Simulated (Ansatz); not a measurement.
# BP (F-43m) in Ansatz: settings compared, part 2 of 2

Ansatz 0.2.0. Earlier steps stand in the parts before.

## (5) Band structure, LDA

Contents of input.yaml:

```yaml
crystal:
  lattice:
    - [0.0, 2.269, 2.269]
    - [2.269, 0.0, 2.269]
    - [2.269, 2.269, 0.0]
  atoms:
    - { symbol: P, position: [0.75, 0.75, 0.75] }
    - { symbol: B, position: [0.0, 0.0, 0.0] }
kpoints:
  mp_grid: { grid: [10, 10, 10] }
  band_path:
    path:
      - [0.0, 0.0, 0.0]
      - [0.5, 0.0, 0.5]
      - [0.5, 0.25, 0.75]
      - [0.375, 0.375, 0.75]
      - [0.0, 0.0, 0.0]
      - [0.5, 0.5, 0.5]
      - [0.625, 0.25, 0.625]
      - [0.5, 0.25, 0.75]
    npoints: 10
scf:
  occupations: { method: fermi_dirac, width: 0.05 }
hamiltonian:
  xc: lda
  pseudopotentials: { kind: all_electron, lapw: { basis_error: 0.001 } }
output:
  forces: true
  stress: true
  eigenvalues: true
```

Potentials or basis: all-electron LAPW, scalar-relativistic.

Command:

```
$ ansatz run input.yaml --threads 1 --pin off --max-ram 3072MiB --backend cpu --events-out ev --progress --plain --runs-dir out
```

The log of the run:

```text
Warning: RAYON_NUM_THREADS=1 ignored (pool sized by the plan → 1); use --threads N
LAPW: plane waves up to 8.621 Å⁻¹, error target 1.0e-3 eV per atom; small_component_spin mean_spin; B in spheres of 0.910 Å, 5 of its electrons in bands, Dirac shells []; P in spheres of 1.055 Å, 13 of its electrons in bands, Dirac shells [] (how accurate: hamiltonian.pseudopotentials.lapw.basis_error, Limitations)
Engine: ansatz 0.2.0, aarch64-unknown-linux-gnu
Pseudopotentials: kind: all_electron
Pseudopotential: P, LAPW, valence charge 13, lapw/all_electron/scalar/gaussian/P, Koelling and Harmon's equation, gaussian nucleus
Pseudopotential: B, LAPW, valence charge 5, lapw/all_electron/scalar/gaussian/B, Koelling and Harmon's equation, gaussian nucleus
Functional definition: SPW92
  exchange = slater_x
  correlation = pw_c
Crystal: 2 atoms, lattice volume = 23.363 Å³
Basis set: ecut = 283.1385158141256 eV, 259 PW (Γ), exchange–correlation at level 2
Bands: 13, of which v1, the nominal top of the filled ones, is band 9 counted from 1 (8 counted from 0)
Symmetry: 24 space group operations
Space group: F-43m (ITA 216), of the structure as read, at distance tolerance 2.9e-5 Å
k-points: 47 of 1000 (time reversal used)
Non-local potential: P, projectors of the file, none
Non-local potential: B, projectors of the file, none
Initial density: superposition of atomic densities (chi_scale 0.1, normalization cell, long waves kept (reshape's long-wave potential 0.00 eV rms))
Initial wavefunctions: plane waves of lowest kinetic energy (no species holds an atomic orbital)
Functional: x = slater, c = lda
iter 1 solved again at ethr=1.14e-2 eV; its pass at ethr=1.00e-1 eV (dr2=2.05e0 eV) is discarded
SCF iter   1: F=—  HF=-9951.104434 eV  |F-HF|=—  |Δ(HF+E_count)|=         —  Δρ=8.82e-2  dr2=2.06e0  ethr=1.14e-2  ⟨swp⟩=2.0  Hψ=4544  notcnv=0
preconditioner: auto → none  [insulator: Δε(μ)=1.989 eV  Ē_g=12.869 eV  σ=0.050 eV  W_gap=1.00  n_scr=8 (ndim 8)  ℏωp=21.7 eV  f_vac=0.000  D(μ)=0.00/eV (n_scr^D=0)  ε∞_Penn≈3.9]
iter 2 solved again at ethr=8.69e-4 eV; its pass at ethr=1.14e-2 eV (dr2=1.56e-1 eV) is discarded
SCF iter   2: F=—  HF=-9950.369147 eV  |F-HF|=—  |Δ(HF+E_count)|=   7.35e-1  Δρ=2.78e-2  dr2=1.57e-1  ethr=8.69e-4  ⟨swp⟩=2.0  Hψ=3221  notcnv=0
SCF iter   3: F=—  HF=-9950.316738 eV  |F-HF|=—  |Δ(HF+E_count)|=         —  Δρ=1.07e-2  dr2=1.92e-2  ethr=8.69e-4  ⟨swp⟩=2.0  Hψ=1686  notcnv=0
the basis was enlarged: its passes take 49.0 KiB over the memory plan, 1 of 1 planned eigensolver slots
SCF iter   4: F=—  HF=-9950.310953 eV  |F-HF|=—  |Δ(HF+E_count)|=   5.78e-3  Δρ=1.44e-3  dr2=1.87e-4  ethr=1.06e-4  ⟨swp⟩=2.6  Hψ=1728  notcnv=0
SCF iter   5: F=—  HF=-9950.310913 eV  |F-HF|=—  |Δ(HF+E_count)|=   4.02e-5  Δρ=1.39e-4  dr2=2.40e-6  ethr=1.04e-6  ⟨swp⟩=2.0  Hψ=1498  notcnv=0
SCF iter   6: F=-9950.310913 eV  HF=-9950.310913 eV  |F-HF|=3.35e-10  |Δ(HF+E_count)|=   4.19e-8  Δρ=9.40e-6  dr2=9.77e-9  ethr=1.33e-8  ⟨swp⟩=2.4  Hψ=1527  notcnv=0
SCF 1 converged in 6 iterations: F = -9950.310913 eV  dr2 = 9.77e-9
NSCF: frozen V_eff on 71 k-points
SCF converged after 6 iterations
Free energy (F): -9950.310913 eV
Harris-Foulkes:  -9950.310913 eV  (|F-HF|=3.35e-10)
Internal energy: -9950.310913 eV  (E = F + TS)
E sigma→0 (E₀):  -9950.310913 eV
Entropy (-TS):   -0.000000 eV (-0.000 meV/atom)
Fermi energy:    10.572674 eV
--- Per-component energies (eV) ---
  E_band       = -1260.074161
  E_kinetic    = 9967.693889
  E_xc         = -706.243799
  E_electrostatic = -19211.761003  (all electrons and nuclei)
  E_smearing   = -0.000000  (= −TS)
  E_closure    = 0.000000  (closes the sum)
  E_atoms      = -9935.935232  (free atoms, spherical and without spin; not in F)
  Σ components = -9950.310913   (vs F -9950.310913, Δ=0.00e0)
  Basis errors (estimates in eV, not in F): energy 6.1e-4 per atom: plane waves 5.7e-4 (3.5e-4 summed), levels above the bands 1.7e-78, relativity 3.3e-9, radial functions 3.5e-5, core shells 3.2e-14; eigenvalues (radial functions only) 3.1e-6; not estimated: angular momenta, meshes, grids; target (lapw.basis_error) 1.0e-3; muffin-tin radii B 0.910 Å, P 1.055 Å
--- Forces (eV/Å), atoms counted from 1 ---
  atom   1  P      0.00000000     0.00000000     0.00000000
  atom   2  B     -0.00000000    -0.00000000     0.00000000
  max |Σ_I F_I| component: 9.25e-18 eV/Å
--- Stress (GPa, compression-positive) ---
       -5.241374       0.000000      -0.000000
        0.000000      -5.241374       0.000000
       -0.000000       0.000000      -5.241374
  P = ⅓ Tr σ = -5.2414 GPa (-52.414 kbar)
--- Band table (eV; the first three rows and the last of 47) ---
  k-point 0: bands = ["-160.7890", "-157.3397", "-108.6823", "-108.6823", "-108.6823", "-5.3988", "9.9962", "9.9962", "9.9962", "13.3736", "13.3736", "13.3736", "17.3482"]
  k-point 1: bands = ["-160.7890", "-157.3397", "-108.6823", "-108.6823", "-108.6823", "-5.2189", "8.7054", "9.7031", "9.7031", "13.7780", "13.7780", "13.7960", "17.8593"]
  k-point 2: bands = ["-160.7890", "-157.3397", "-108.6823", "-108.6823", "-108.6823", "-4.6859", "6.3748", "9.1474", "9.1474", "13.9928", "14.4899", "14.4899", "18.9781"]
  k-point 46: bands = ["-160.7890", "-157.3397", "-108.6823", "-108.6823", "-108.6823", "-0.3225", "1.9891", "4.4582", "4.6198", "14.5334", "15.3093", "18.1881", "18.5687"]
```

Run time: 5.7 s. Hardware: 1 thread of Arm Neoverse V2, shared host; peak memory 0.22 GiB.

What came out:

```
Free energy             : -9950.3109 eV
Pressure                : -5.2 GPa
Band gap on the k mesh  : 1.19 eV, indirect (least direct gap 3.38 eV)
Band gap along the path : 1.19 eV, indirect (least direct gap 3.38 eV)
```

Levels at the corners of the path, in eV from the valence-band top:
```tsv
point	band 6	band 7	band 8	band 9	band 10	band 11	band 12	band 13
Γ	-15.39	0.00	0.00	0.00	3.38	3.38	3.38	7.35
X	-10.57	-8.48	-4.10	-4.10	1.30	1.55	11.94	11.94
W	-10.29	-7.93	-5.69	-5.49	5.23	6.65	7.15	7.44
K	-10.56	-8.06	-6.24	-3.49	2.08	5.91	9.63	10.51
Γ	-15.39	0.00	0.00	0.00	3.38	3.38	3.38	7.35
L	-12.07	-9.01	-1.75	-1.75	3.76	4.67	4.67	9.92
U	-10.56	-8.06	-6.24	-3.49	2.08	5.91	9.63	10.51
W	-10.29	-7.93	-5.69	-5.49	5.23	6.65	7.15	7.44
```

Expect the measured gap to be larger: semilocal functionals such as LDA lack the derivative discontinuity.

## (6) Summary

```tsv
task	level	k mesh	cutoff (eV)	gap on the mesh (eV)	pressure (GPa)
elastic constants	PBEsol	7 × 7 × 7	302	1.13	-2.0
band structure	PBEsol	10 × 10 × 10	281	1.14	-2.0
elastic constants	PBE	7 × 7 × 7	301	1.25	1.1
band structure	LDA	10 × 10 × 10	283	1.19	-5.2
```

Alike in all rows: potentials or basis all-electron LAPW, scalar-relativistic; no spin polarisation; cell as given; smearing fermi-dirac 0.05 eV; basis error allowed 0.001 eV/atom.

On the cell as given the gap runs from 1.13 eV (PBEsol) to 1.25 eV (PBE); the meshes differ, which moves gaps too. The pressure there spans -5.2 GPa (LDA) to 1.1 GPa (PBE); a positive pressure means that this level wants a larger cell, a negative one a smaller.

Caveats: an odd mesh through Γ misses points on the zone boundary, where band edges often lie (some runs).

Compare energies only between runs with the same functional and basis.
